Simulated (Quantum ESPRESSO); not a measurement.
**SnSe2: zone-centre phonons under several settings**

```
CELL_PARAMETERS angstrom
3.81100 0.00000 0.00000
-1.90550 3.30042 0.00000
0.00000 0.00000 6.13600
ATOMIC_POSITIONS crystal
Sn 0.00000 0.00000 0.00000
Se 0.66667 0.33333 0.75100
Se 0.33333 0.66667 0.24900
```

All runs used Quantum ESPRESSO 7.5; potentials PseudoDojo 0.4.1 SR PBE standard; k mesh 4 × 4 × 2, shifted; no spin polarisation; cutoff 1170 eV; occupations smeared at first, fixed for the response.

```tsv
level	geometry	volume (Å³/atom)	pressure (GPa)	lowest optical mode without the field (cm⁻¹)	highest optical mode without the field (cm⁻¹)
RPBE	given cell, atoms relaxed	25.73	5.2	116	249
WC	relaxed cell	26.15	0.0	112	240
rev-vdW-DF2	given cell, atoms relaxed	25.73	2.0	113	244
PBE+D3(BJ)	relaxed cell	25.89	0.0	117	238
rPW86PBE+rVV10	relaxed cell	?	0.1	?	?
WC	given cell, atoms relaxed	25.73	1.1	112	246
AM05	relaxed cell	27.88	0.2	107	245
```

Task: What stands in the row left open?

Result: Volume 27.20 Å³/atom; lowest optical mode without the field 113 cm⁻¹; highest optical mode without the field 221 cm⁻¹.

Caveats: all runs use coarse meshes; the potentials were made for another functional, which shifts forces and pressure (some runs); this functional lacks dispersion, which binds the layers, so the pressure and a relaxed spacing across them are unreliable (some runs); the layers were relaxed without a dispersion term, so their spacing and the soft interlayer modes are unreliable (some runs); the cell is more than 3 GPa from zero pressure, which shifts response properties (some runs).

For the row left open. Caveat: the k mesh is coarse (spacing up to 0.51 Å⁻¹), so the values aren't converged; the potentials were made for another functional, which shifts forces and pressure.
